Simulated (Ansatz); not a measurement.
Space group P6/mmm (No. 191). a = 3.145 Å, b = 3.145 Å, c = 3.486 Å, α = 90.00°, β = 90.00°, γ = 120.00°
```tsv
atom	site	symmetry	x	y	z
Hf	1a	6/mmm	0.0000	0.0000	0.0000
B	2d	-6m2	0.3333	0.6667	0.5000
```

Equation of state of this HfB$_{2}$ structure (not necessarily the ground state), with shape and atoms relaxed at each volume where symmetry leaves them free. It has no gap at any of these volumes. Computed with DFT PBE, scalar-relativistic, plane waves, PAW in Ansatz 0.2.0.

Cutoff 420 eV; k points 18×18×12 on the computed 3-atom cell (Γ-centred); Gaussian smearing, width 0.10 eV; no spin polarisation.

```csv
V (Å³/atom),E − E(largest V) (meV/atom),P (GPa)
9.360,5.54,17.33
9.659,-17.88,8.03
9.957,-25.19,0.01
10.256,-18.59,-6.91
10.555,0.00,-12.88
```

Q: Fit a third-order Birch–Murnaghan equation to E(V).

A: V0 = 9.96 Å³/atom, B0 = 248 GPa, B0' = 3.9.

Spin-orbit coupling is left out, which matters for the bands of heavy elements.